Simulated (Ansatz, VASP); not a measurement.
Ta in VASP and in Ansatz

```
CELL_PARAMETERS angstrom
-1.65128 1.65128 1.65128
1.65128 -1.65128 1.65128
1.65128 1.65128 -1.65128
ATOMIC_POSITIONS crystal
Ta 0.00000 0.00000 0.00000
```

Alike in both runs: task relaxation of cell and atoms; functional LDA; k mesh 11 × 11 × 11; occupations fermi-dirac, width 0.05 eV; no spin polarisation.

```csv
,VASP,Ansatz
version,VASP 6.6.1,Ansatz 0.2.0
potentials or method,"VASP PAW LDA potentials, release 64 (Ta_pv)",Ansatz PAW
plane-wave cutoff (eV),600,420
valence electrons in the cell,11,13
```

|  | VASP | Ansatz | Ansatz less VASP |
| --- | --- | --- | --- |
| gap on the k mesh at the Fermi level, each at its own relaxed structure (eV) | none | none | - |
| relaxed volume (Å³/atom) | 17.29 | 17.21 | -0.075 |
| relaxed cell length with the largest relative difference (Å) | 2.821 | 2.817 | -0.0041 |
| energy change over the relaxation (meV/atom) | -20 | -24 | -4.1 |

A gap of «none» marks a metal or a gap that the smearing closes. The two sets of potentials don't hold the same shells in valence.

Caveats: the plane-wave basis is chosen anew once the cell has moved, so the energies of steps on either side of that aren't comparable (Ansatz); the PAW data sets come from PBE, with cores solved anew for the run's functional, which leaves a small shift of forces and pressure (Ansatz). Spin-orbit coupling is left out, which matters for the levels of Ta. LDA usually gives volumes a few per cent too small. Zero-point motion and thermal expansion aren't in these numbers.
